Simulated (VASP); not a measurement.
# GdN (Fm-3m) in VASP: notebook

The runs below take GdN through relaxation of cell and atoms, single point, with PBE+U.

All numbers are computed with VASP 6.6.1; they aren't measurements. Logs are shortened: lines on timing, memory, paths and dates and some standing lists are left out, and cuts for length are marked.

### Step 1. The structure

Symmetry: Fm-3m, No. 225, cubic system. The conventional cell has a = 5.005 Å, b = 5.005 Å, c = 5.005 Å, α = 90.00°, β = 90.00°, γ = 90.00°. Around Gd (site symmetry m-3m) lie 6 N at 2.50 Å. N (site symmetry m-3m) is surrounded by 6 Gd at 2.50 Å.

### Step 2. Relaxation of cell and atoms, PBE+U, collinear spin, ferromagnetic start

File INCAR:

```
SYSTEM = GdN
PREC = Accurate
ENCUT = 600
EDIFF = 1E-7
ISMEAR = 0
SIGMA = 0.03
LREAL = .False.
LASPH = .True.
NELM = 150
ALGO = Normal
ISIF = 3
LWAVE = .False.
LCHARG = .False.
ISPIN = 2
MAGMOM = 7 0
LORBIT = 11
LMAXMIX = 6
LDAU = .True.
LDAUTYPE = 2
LDAUL = 3 -1
LDAUU = 6 0
LDAUJ = 0 0
LDAUPRINT = 1
GGA = PE
IBRION = 2
NSW = 90
EDIFFG = -0.005
AMIX = 0.2
BMIX = 1E-4
AMIX_MAG = 0.8
BMIX_MAG = 1E-4
KPAR = 4
```

File KPOINTS:

```
Automatic mesh
0
Gamma
  10 10 10
  0 0 0
```

File POSCAR:

```
GdN                                     
1.0
   -0.0000000000      2.5023252643      2.5023252643
    2.5023252643      0.0000000000      2.5023252643
    2.5023252643      2.5023252643      0.0000000000
  Gd              N             
     1     1
Direct
     0.0000000000000000    0.0000000000000000    0.0000000000000000
     0.5000000000000000    0.5000000000000000    0.5000000000000000
```

Potentials or basis: VASP PAW PBE potentials, release 64 (Gd, N).

Started as:

```
$ cat potpaw_PBE.64/Gd/POTCAR potpaw_PBE.64/N/POTCAR > POTCAR
$ mpirun -np 4 vasp_std > vasp.out
```

OUTCAR:

```text
SYSTEM = GdN
   PREC = Accurate
   ENCUT = 600
   EDIFF = 1E-7
   ISMEAR = 0
   LREAL = .False.
   LASPH = .True.
   NELM = 150
   ISIF = 3
   ISPIN = 2
   LORBIT = 11
   GGA = PE
   IBRION = 2
   NSW = 90
   EDIFFG = -0.005
   AMIX = 0.2
   AMIX_MAG = 0.8

 ion  position               nearest neighbor table
   1  0.000  0.000  0.000-   2 2.50   2 2.50   2 2.50   2 2.50   2 2.50   2 2.50
   2  0.500  0.500  0.500-   1 2.50   1 2.50   1 2.50   1 2.50   1 2.50   1 2.50

  LATTYP: Found a face centered cubic cell.
 ALAT       =     5.0046505286

  Lattice vectors:

 A1 = (   0.0000000000,   2.5023252643,   2.5023252643)
 A2 = (   2.5023252643,   0.0000000000,   2.5023252643)
 A3 = (   2.5023252643,   2.5023252643,   0.0000000000)

Analysis of symmetry for initial positions (statically):
=====================================================================
 Subroutine PRICEL returns:
 Original cell was already a primitive cell.

 Routine SETGRP: Setting up the symmetry group for a
 face centered cubic supercell.

 Subroutine GETGRP returns: Found 48 space group operations
 (whereof 48 operations were pure point group operations)
 out of a pool of 48 trial point group operations.

The static configuration has the point symmetry O_h .

Analysis of symmetry for dynamics (positions and initial velocities):
=====================================================================
 Subroutine PRICEL returns:
 Original cell was already a primitive cell.

 Routine SETGRP: Setting up the symmetry group for a
 face centered cubic supercell.

 Subroutine GETGRP returns: Found 48 space group operations
 (whereof 48 operations were pure point group operations)
 out of a pool of 48 trial point group operations.

The dynamic configuration has the point symmetry O_h .

Analysis of structural, dynamic, and magnetic symmetry:
=====================================================================
 Subroutine PRICEL returns:
 Original cell was already a primitive cell.

 Routine SETGRP: Setting up the symmetry group for a
 face centered cubic supercell.

 Subroutine GETGRP returns: Found 48 space group operations
 (whereof 48 operations were pure point group operations)
 out of a pool of 48 trial point group operations.

The overall configuration has the point symmetry O_h .

 Subroutine INISYM returns: Found 48 space group operations
 (whereof 48 operations are pure point group operations),
 and found     1 'primitive' translations

----------------------------------------------------------------------------------------

                                     Primitive cell

  volume of cell :      31.3373

  direct lattice vectors                    reciprocal lattice vectors
     0.000000000  2.502325264  2.502325264    -0.199814152  0.199814152  0.199814152
     2.502325264  0.000000000  2.502325264     0.199814152 -0.199814152  0.199814152
     2.502325264  2.502325264  0.000000000     0.199814152  0.199814152 -0.199814152

  length of vectors
     3.538822326  3.538822326  3.538822326     0.346088263  0.346088263  0.346088263

  position of ions in fractional coordinates (direct lattice)
     0.000000000  0.000000000  0.000000000
     0.500000000  0.500000000  0.500000000

  ion indices of the primitive-cell ions
   primitive index   ion index
                 1           1
                 2           2

----------------------------------------------------------------------------------------

 KPOINTS: Automatic mesh

Automatic generation of k-mesh.
[... 72 lines left out ...]
   ISIF   =      3    stress and relaxation
   ISYM   =      2    0-nonsym 1-usesym 2-fastsym
   POTIM  = 0.5000    time-step for ionic-motion
   TEBEG  =    0.0;   TEEND  =   0.0 temperature during run
   PSTRESS=    0.0 pullay stress
   NELECT =      23.0000    total number of electrons
   NUPDOWN=      -1.0000    fix difference up-down
   EMIN   =  10.00;   EMAX   =-10.00  energy-range for DOS
   EFERMI =   0.00;   METHOD = LEGACY
   ISMEAR =     0;   SIGMA  =   0.03  broadening in eV -4-tet -1-fermi 0-gaus
   EFERMI_NEDOS =   21; number of points for ismear=-14 and -15
   IALGO  =     38    algorithm
   IMIX   =      4    mixing-type and parameters
     AMIX     =   0.20;   BMIX     =  0.00
     AMIX_MAG =   0.80;   BMIX_MAG =  0.00
  volume/ion in A,a.u.               =      15.67       105.74
  Fermi-wavevector in a.u.,A,eV,Ry     =   1.476716  2.790589 29.670096  2.180691
  Thomas-Fermi vector in A             =   2.591209
   LORBIT       =     11    0 simple, 1 ext, 2 COOP (PROOUT), +10 PAW based schemes
 LDA+U is selected, type is set to LDAUTYPE =  2
   angular momentum for each species LDAUL =     3   -1
   U (eV)           for each species LDAUU =   6.0  0.0
   J (eV)           for each species LDAUJ =   0.0  0.0
   GGA     = PE    functional components
   LHFCALC =     F    Hartree Fock is set to
   AEXX    =    0.0000 exact exchange contribution
   IVDW    =     0    specifies the selected vdW correction
   LEPSILON=     F    determine dielectric tensor
   LRPA    =     F    only Hartree local field effects (RPA)
 conjugate gradient relaxation of ions
 spin polarized calculation
 Gauss-broadening in eV      SIGMA  =   0.03
  energy-cutoff  :      600.00
  volume of cell :       31.34
 maximum number of plane-waves:      1056
   NGX = 15   NGY = 15   NGZ = 15

atom =   1  type =  1  l = 3

 onsite density matrix

spin component  1

  0.9919 -0.0000  0.0011  0.0000  0.0000  0.0000  0.0000
 -0.0000  0.9892  0.0000 -0.0000 -0.0000  0.0000 -0.0000
  0.0011  0.0000  0.9913  0.0000 -0.0000  0.0000  0.0000
  0.0000 -0.0000  0.0000  0.9927  0.0000  0.0000  0.0000
  0.0000 -0.0000 -0.0000  0.0000  0.9913 -0.0000 -0.0011
  0.0000  0.0000  0.0000  0.0000 -0.0000  0.9905  0.0000
  0.0000 -0.0000  0.0000  0.0000 -0.0011  0.0000  0.9919

spin component  2

  0.0076  0.0000  0.0033  0.0000 -0.0000 -0.0000  0.0000
  0.0000  0.0004 -0.0000  0.0000 -0.0000 -0.0000 -0.0000
  0.0033 -0.0000  0.0059  0.0000 -0.0000  0.0000 -0.0000
  0.0000  0.0000  0.0000  0.0101  0.0000 -0.0000  0.0000
 -0.0000 -0.0000 -0.0000  0.0000  0.0059  0.0000 -0.0033
 -0.0000 -0.0000  0.0000 -0.0000  0.0000  0.0033 -0.0000
  0.0000 -0.0000 -0.0000  0.0000 -0.0033 -0.0000  0.0076

 occupancies and eigenvectors

  o =  0.0004  v =  0.0000  0.0000  0.0000  0.0000  0.0000  0.0000  0.0000 -0.0000  1.0000  0.0000  0.0000  0.0000  0.0000  0.0000      0.0000  0.0000  0.0000  0.0000  0.0000  0.0000  0.0000  0.0000  0.0000  0.0000  0.0000  0.0000  0.0000  0.0000
  o =  0.0033  v =  0.0000  0.0000  0.0000  0.0000  0.0000  0.0000  0.0000 -0.0012 -0.0000  0.0016 -0.0000  0.7906 -0.0001  0.6124      0.0000  0.0000  0.0000  0.0000  0.0000  0.0000  0.0000  0.0000  0.0000  0.0000  0.0000  0.0000  0.0000  0.0000
  o =  0.0033  v =  0.0000  0.0000  0.0000  0.0000  0.0000  0.0000  0.0000 -0.6124 -0.0000  0.7906  0.0000 -0.0016 -0.0002 -0.0012      0.0000  0.0000  0.0000  0.0000  0.0000  0.0000  0.0000  0.0000  0.0000  0.0000  0.0000  0.0000  0.0000  0.0000
  o =  0.0033  v =  0.0000  0.0000  0.0000  0.0000  0.0000  0.0000  0.0000 -0.0001 -0.0000  0.0001  0.0000  0.0001  1.0000  0.0001      0.0000  0.0000  0.0000  0.0000  0.0000  0.0000  0.0000  0.0000  0.0000  0.0000  0.0000  0.0000  0.0000  0.0000
  o =  0.0101  v =  0.0000  0.0000  0.0000  0.0000  0.0000  0.0000  0.0000  0.0015 -0.0000  0.0012 -1.0000  0.0003  0.0000 -0.0004      0.0000  0.0000  0.0000  0.0000  0.0000  0.0000  0.0000  0.0000  0.0000  0.0000  0.0000  0.0000  0.0000  0.0000
  o =  0.0101  v =  0.0000  0.0000  0.0000  0.0000  0.0000  0.0000  0.0000  0.7906 -0.0000  0.6124  0.0019  0.0016  0.0000 -0.0021      0.0000  0.0000  0.0000  0.0000  0.0000  0.0000  0.0000  0.0000  0.0000  0.0000  0.0000  0.0000  0.0000  0.0000
  o =  0.0101  v =  0.0000  0.0000  0.0000  0.0000  0.0000  0.0000  0.0000 -0.0021  0.0000 -0.0016  0.0006  0.6124  0.0000 -0.7906      0.0000  0.0000  0.0000  0.0000  0.0000  0.0000  0.0000  0.0000  0.0000  0.0000  0.0000  0.0000  0.0000  0.0000
  o =  0.9892  v =  0.0000 -1.0000 -0.0000 -0.0000  0.0000  0.0000  0.0000  0.0000  0.0000  0.0000  0.0000  0.0000  0.0000  0.0000      0.0000  0.0000  0.0000  0.0000  0.0000  0.0000  0.0000  0.0000  0.0000  0.0000  0.0000  0.0000  0.0000  0.0000
  o =  0.9905  v =  0.0051 -0.0000 -0.0066 -0.0000 -0.7905 -0.0048 -0.6123  0.0000  0.0000  0.0000  0.0000  0.0000  0.0000  0.0000      0.0000  0.0000  0.0000  0.0000  0.0000  0.0000  0.0000  0.0000  0.0000  0.0000  0.0000  0.0000  0.0000  0.0000
  o =  0.9905  v =  0.6124  0.0000 -0.7905 -0.0000  0.0066 -0.0000  0.0051  0.0000  0.0000  0.0000  0.0000  0.0000  0.0000  0.0000      0.0000  0.0000  0.0000  0.0000  0.0000  0.0000  0.0000  0.0000  0.0000  0.0000  0.0000  0.0000  0.0000  0.0000
  o =  0.9905  v = -0.0001 -0.0000  0.0001  0.0000  0.0038 -1.0000  0.0029  0.0000  0.0000  0.0000  0.0000  0.0000  0.0000  0.0000      0.0000  0.0000  0.0000  0.0000  0.0000  0.0000  0.0000  0.0000  0.0000  0.0000  0.0000  0.0000  0.0000  0.0000
  o =  0.9927  v = -0.0000 -0.0000  0.0000 -0.0069 -0.6124 -0.0000  0.7906  0.0000  0.0000  0.0000  0.0000  0.0000  0.0000  0.0000      0.0000  0.0000  0.0000  0.0000  0.0000  0.0000  0.0000  0.0000  0.0000  0.0000  0.0000  0.0000  0.0000  0.0000
  o =  0.9927  v =  0.7906 -0.0000  0.6124  0.0000 -0.0000  0.0000  0.0000  0.0000  0.0000  0.0000  0.0000  0.0000  0.0000  0.0000      0.0000  0.0000  0.0000  0.0000  0.0000  0.0000  0.0000  0.0000  0.0000  0.0000  0.0000  0.0000  0.0000  0.0000
  o =  0.9927  v =  0.0000 -0.0000 -0.0000  1.0000 -0.0042  0.0000  0.0054  0.0000  0.0000  0.0000  0.0000  0.0000  0.0000  0.0000      0.0000  0.0000  0.0000  0.0000  0.0000  0.0000  0.0000  0.0000  0.0000  0.0000  0.0000  0.0000  0.0000  0.0000

 number of electron      23.0000005 magnetization       7.0000009

 Free energy of the ion-electron system (eV)
  ---------------------------------------------------
  ext. energy  EPLUGINS =         0.00000000
  ---------------------------------------------------
  free energy    TOTEN  =       -22.81703164 eV

  energy without entropy =      -22.81692975  energy(sigma->0) =      -22.81698069

 E-fermi :   3.6862     XC(G=0): -11.5201

 val. band max:        3.6861505301   @ k =   0.1000   0.1000   0.0000
 cond. band min:       3.9238698371   @ k =   0.0000   0.0000   0.0000
 fundamental gap:      0.2377193070
 Fermi energy:         3.6861704117

 spin component 1

 k-point     1 :       0.0000    0.0000    0.0000
  band No.  band energies     occupation
      1     -40.0045      1.00000
      2     -17.0002      1.00000
      3     -17.0002      1.00000
      4     -17.0002      1.00000
      5      -9.0910      1.00000
      6      -2.5854      1.00000
[... 1049 lines left out ...]
     18      11.3702      0.00000
     19      11.6185      0.00000

 [... further k-points ...]

------------------------ aborting loop because EDIFF is reached ----------------------------------------

  FORCE on cell =-STRESS in cart. coord.  units (eV):
  Direction    XX          YY          ZZ          XY          YZ          ZX
  --------------------------------------------------------------------------------------
  -------------------------------------------------------------------------------------
  Total       -0.0019404     -0.0019404     -0.0019404      0.0000000     -0.0000000     -0.0000000
  in kB       -0.0992058     -0.0992058     -0.0992058      0.0000000     -0.0000000     -0.0000000
  external PRESSURE =      -0.0992058 kB  Pullay stress =       0.0000000 kB

 VOLUME and BASIS-vectors are now :
 -----------------------------------------------------------------------------
  energy-cutoff  :      600.00
  volume of cell :       31.34
      direct lattice vectors                 reciprocal lattice vectors
     0.000000000  2.502325264  2.502325264    -0.199814152  0.199814152  0.199814152
     2.502325264  0.000000000  2.502325264     0.199814152 -0.199814152  0.199814152
     2.502325264  2.502325264  0.000000000     0.199814152  0.199814152 -0.199814152

 POSITION                                       TOTAL-FORCE (eV/Angst)
 -----------------------------------------------------------------------------------
      0.00000      0.00000      0.00000         0.000000     -0.000000      0.000000
      2.50233      2.50233      2.50233        -0.000000      0.000000     -0.000000
 -----------------------------------------------------------------------------------
    total drift:                               -0.000000      0.000000      0.000000

  FREE ENERGIE OF THE ION-ELECTRON SYSTEM (eV)
  ---------------------------------------------------
  free  energy   TOTEN  =       -22.8170316370 eV

  energy  without entropy=      -22.8169297521  energy(sigma->0) =      -22.81698069

 reached required accuracy - stopping structural energy minimisation

 total charge

# of ion       s       p       d       f       tot
--------------------------------------------------
    1        2.035   5.666   0.537   6.972  15.210
    2        1.245   2.376   0.000   0.000   3.622
--------------------------------------------------
tot          3.280   8.043   0.537   6.972  18.832

 magnetization (x)

# of ion       s       p       d       f       tot
--------------------------------------------------
    1       -0.006  -0.086   0.071   6.893   6.872
    2       -0.009  -0.106   0.000   0.000  -0.115
--------------------------------------------------
tot         -0.015  -0.192   0.071   6.893   6.758
```

It took 19 s on 4 MPI ranks of Intel Xeon 6975P-C (Granite Rapids), shared host; peak memory 0.21 GiB.

Results:

| Item | Value |
| --- | --- |
| Free energy | -22.8170 eV |
| Pressure after relaxing | 0.0 GPa |
| Band gap on the k mesh | none (metal or under the smearing width) |
| Net moment | 7.00 μB per cell |
| Site moments | Gd +6.87; N -0.12 μB |
| Valence electrons inside the program's atomic spheres | Gd 15.21; N 3.62 |

Final structure:
```yaml
crystal:
  lattice:
    - [0.00000, 2.50233, 2.50233]
    - [2.50233, 0.00000, 2.50233]
    - [2.50233, 2.50233, 0.00000]
  atoms:
    - { symbol: Gd, position: [0.00000, 0.00000, 0.00000] }
    - { symbol: N, position: [0.50000, 0.50000, 0.50000] }
```

Eigenvalues of the final occupation matrices:
| site | spin | trace | eigenvalues |
| --- | --- | --- | --- |
| site 1 f | 1 | 6.94 | 0.99 0.99 0.99 0.99 0.99 0.99 0.99 |
| site 1 f | 2 | 0.04 | 0.00 0.00 0.00 0.00 0.01 0.01 0.01 |

Caveat: the relaxation stopped at its first step, so nothing moved; spin-orbit coupling is left out, which moves the levels of the heavy elements; a cell with one magnetic atom can't hold antiferromagnetic order, which such compounds often take. The state reached can hang on the start; a lower one may exist.

### Step 3. Single point, PBE+U, non-collinear spin, ferromagnetic start, spin-orbit coupling

File INCAR:

```
SYSTEM = GdN
PREC     = Accurate       ! precision mode
ENCUT    = 520            ! plane-wave cutoff, eV
EDIFF    = 1E-7           ! SCF threshold, eV
ISMEAR   = 0              ! smearing method
SIGMA    = 0.03           ! smearing width, eV
LREAL    = .False.        ! projectors in reciprocal space
LASPH    = .True.         ! aspherical terms in the spheres
NELM     = 150            ! most SCF steps
ALGO     = Normal         ! electronic algorithm
ISIF     = 2              ! what is computed and relaxed
LWAVE    = .False.        ! write WAVECAR
LCHARG   = .False.        ! write CHGCAR
LNONCOLLINEAR= .True.         ! non-collinear magnetism
MAGMOM   = 0 0 7 0 0 0    ! initial moments
LORBIT   = 11             ! projections on sites
LSORBIT  = .True.         ! spin-orbit coupling
GGA_COMPAT= .False.      
LORBMOM  = .True.       
LMAXMIX  = 6              ! l up to which the mixer works
LDAU     = .True.         ! DFT+U
LDAUTYPE = 2            
LDAUL    = 3 -1           ! shell
LDAUU    = 6 0            ! U, eV
LDAUJ    = 0 0          
LDAUPRINT= 1            
GGA      = PE             ! functional
AMIX     = 0.2          
BMIX     = 1E-4         
AMIX_MAG = 0.8          
BMIX_MAG = 1E-4         
SAXIS    = 0.000000 0.000000 1.000000
ISYM     = 0            
KPAR     = 4
```

KPOINTS is that of step 2.

POSCAR, as its differences from that of step 2:

```diff
@@ -2,3 +2,3 @@
 1.0
-   -0.0000000000      2.5023252643      2.5023252643
+    0.0000000000      2.5023252643      2.5023252643
     2.5023252643      0.0000000000      2.5023252643
```

Potentials or basis: VASP PAW PBE potentials, release 64 (Gd, N).

Started as:

```
$ cat potpaw_PBE.64/Gd/POTCAR potpaw_PBE.64/N/POTCAR > POTCAR
$ mpirun -np 4 vasp_ncl > vasp.out
```

Run time: 24 min. Hardware: 4 MPI ranks of Intel Xeon 6975P-C (Granite Rapids), shared host; peak memory 1.7 GiB.

Results (log left out):

```
Free energy                                           : -23.4238 eV
Pressure                                              : 0.0 GPa
Net moment                                            : 6.96 μB per cell
Valence electrons inside the program's atomic spheres : Gd 15.23; N 3.63
```

Moments on the atoms (μB; x, y, z):
```
Gd   0.00  0.00  6.83
N    0.00  0.00 -0.12
```

Caveat: a cell with one magnetic atom can't hold antiferromagnetic order, which such compounds often take. The state reached can hang on the start; a lower one may exist.

(Part 1 of 2 ends here.)
